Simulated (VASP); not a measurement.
**VASP inputs for KI (distorted rocksalt)**

INCAR

```
NSW = 0
ENCUT = 520
LCHARG = .FALSE.
EDIFF = 1E-7
PREC = Accurate
GGA = PS
IBRION = -1
ISIF = 2
LASPH = .TRUE.
LWAVE = .FALSE.
NBANDS = 15
SIGMA = 0.02
LREAL = .FALSE.
NELM = 120
ISMEAR = -1
```

KPOINTS

```
KPOINTS created by Atomic Simulation Environment
0
Gamma
6 6 6
0 0 0
```

POSCAR

```
K  I
 1.0000000000000000
     0.0015000000000000    3.5840999999999998    3.6783999999999999
     3.7183000000000002    0.0351000000000000    3.6448000000000000
     3.6956000000000002    3.5278000000000000    0.0577000000000000
 K   I
   1   1
Cartesian
  7.4001967400000002  3.6062748400000002  3.7444211300000001
  3.7212280799999999  3.4521693399999998  3.5262089800000003
```

VASP ran with the recommended PBE PAW datasets (16 valence electrons in the cell).

Task: Estimate the main results of this run.

Result: gap between bands v and c on the k mesh 3.65 eV; least direct gap on the k mesh 3.65 eV; pressure -0.7 GPa; largest force 0.22 eV/Å.
